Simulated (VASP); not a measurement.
A run of VASP 6.6.1:

The input INCAR:

```
  PREC = Accurate
  ENCUT = 600
  EDIFF = 1E-6
  ISMEAR = -1
  SIGMA = 0.05
  LREAL = F
  LASPH = T
  NELM = 100
  ALGO = Fast
  ISIF = 3
  LWAVE = F
  LCHARG = F
  GGA = 91
  IBRION = 2
  NSW = 40
  EDIFFG = -0.01
```

Contents of KPOINTS:

```
regular mesh
0
Gamma
  7 7 7
```

The input POSCAR:

```
Al2O3
1.0
    2.3802500000      1.3742379782      4.3318666667
   -2.3802500000      1.3742379782      4.3318666667
    0.0000000000     -2.7484759565      4.3318666667
Al O
4 6
Direct
    0.8521600000      0.8521600000      0.8521600000
    0.6478400000      0.6478400000      0.6478400000
    0.1478400000      0.1478400000      0.1478400000
    0.3521600000      0.3521600000      0.3521600000
    0.0566800000      0.7500000000      0.4433200000
    0.7500000000      0.4433200000      0.0566800000
    0.4433200000      0.0566800000      0.7500000000
    0.9433200000      0.2500000000      0.5566800000
    0.2500000000      0.5566800000      0.9433200000
    0.5566800000      0.9433200000      0.2500000000
```

Potentials or basis: VASP PAW PBE potentials, release 64 (Al, O).

Command:

```console
$ cat potpaw_PBE.64/Al/POTCAR potpaw_PBE.64/O/POTCAR > POTCAR
$ mpirun -np 1 vasp_std > vasp.out
```

Hardware: 1 thread of Intel(R) Xeon(R) 6975P-C (Granite Rapids), with other jobs on the host.

Q: How long does it take, and how much memory?

A: Run time: 9.1 min on 1 thread of Intel(R) Xeon(R) 6975P-C (Granite Rapids) (shared host), peak memory 0.32 GiB. Counts: scf iterations 46, k points 44, ion steps 5.
